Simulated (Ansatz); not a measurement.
**Al₃Cu under strain**

The calculation used DFT PBEsol, scalar-relativistic, plane waves, PAW (Ansatz). Run with 420 eV cutoff, 18×18×8 k-mesh, Gaussian smearing of 0.10 eV, no spin polarisation.

Starting point, cell and atoms relaxed:

```xyz
4
Lattice="2.7797 0.0000 0.0000 0.0000 2.7797 0.0000 0.0000 0.0000 7.6030" Properties=species:S:1:pos:R:3 pbc="T T T"
Al    0.0000    0.0000    3.8015
Al    1.3898    1.3898    1.6779
Al    1.3898    1.3898    5.9251
Cu    0.0000    0.0000    0.0000
```

Deformation: biaxial strain in the a-b plane, with the length and tilt of c and the atoms relaxed, all within the symmetry that the strain leaves. Energies are extrapolated to zero smearing. On this cell's mesh the reference holds a stress of up to 0.18 GPa.

```tsv
strain (%)	ΔE (meV/atom)	a (Å)	b (Å)	c (Å)
-3.0	21.5	2.696	2.696	7.696
-2.0	9.2	2.724	2.724	7.655
-1.0	2.0	2.752	2.752	7.626
+0.0	0.0	2.780	2.780	7.603
+1.0	2.0	2.807	2.807	7.551
+2.0	7.4	2.835	2.835	7.507
+3.0	16.1	2.863	2.863	7.462
```

(1) What stiffness (1/V) d²E/dε² at zero strain does a cubic fit over all points give?

(2) How does the free axis c answer a small strain?

## Answers

(1) A cubic fit gives (1/V) d²E/dε² = 457 GPa at zero strain (twice the biaxial modulus).

(2) Between the innermost points its strain is -0.49 times the applied one.